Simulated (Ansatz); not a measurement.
**TiCo3 under changes of volume**

One of the cells (11.384 Å³/atom); the others are scaled copies at fixed shape and fractional positions:

```
Co Ti
1.0
     3.57100    0.00000    0.00000
     0.00000    3.57100    0.00000
     0.00000    0.00000    3.57100
Co Ti
3 1
Cartesian
  1.7855 1.7855 0.0000
  1.7855 0.0000 1.7855
  0.0000 1.7855 1.7855
  0.0000 0.0000 0.0000
```

```yaml
Program: Ansatz 0.2.0
Functional: r2SCAN
Potentials_or_basis: Ansatz PAW
Cutoff: "500 eV (not typed: the program's choice for these potentials)"
k_mesh: 8 × 8 × 8
Occupations: fermi-dirac, width 0.05 eV
Spin: collinear spin, ferromagnetic start
Starting_moments: "[2.0, 2.0, 2.0, 1.0] μB"
```

| volume (Å³/atom) | energy over the lowest point (meV/atom) | pressure (GPa) | moment (μB per cell) |
| --- | --- | --- | --- |
| 10.701 | 45.41 | 18.3 | 2.86 |
| 10.929 | 23.34 | 12.7 | 2.87 |
| 11.157 | 8.92 | 7.6 | 2.88 |
| 11.384 | ? | ? | ? |
| 11.612 | 0.00 | -1.0 | 2.89 |
| 11.840 | 4.11 | -4.7 | 2.89 |
| 12.067 | 13.05 | -7.9 | 2.89 |

**Question.** What does the run at 11.384 Å³/atom give?

**Answer.** Energy over the lowest point 1.39 meV/atom; pressure 3.1 GPa; moment 2.89 μB per cell.

Worked out: A Birch-Murnaghan fit of order 3 (a polynomial in V^(-2/3)) to the other rows has its minimum at 11.55 Å³/atom with B0 = V·E''(V) = 201 GPa and B' = 4.6. It gives 1.42 meV/atom at 11.384 Å³/atom, against the run's 1.39, and -dE/dV = 3.1 GPa, against 3.1. A straight line through the other rows of the moment, of slope 0.022 μB per Å³/atom, gives 2.88 μB, against the run's 2.89.

Energies are extrapolated to zero smearing.

Caveats: the magnetic or orbital state may not be the lowest; the PAW data sets come from PBE, with cores solved anew for the run's functional, which leaves a small shift of forces and pressure; the starting moments weren't kept.
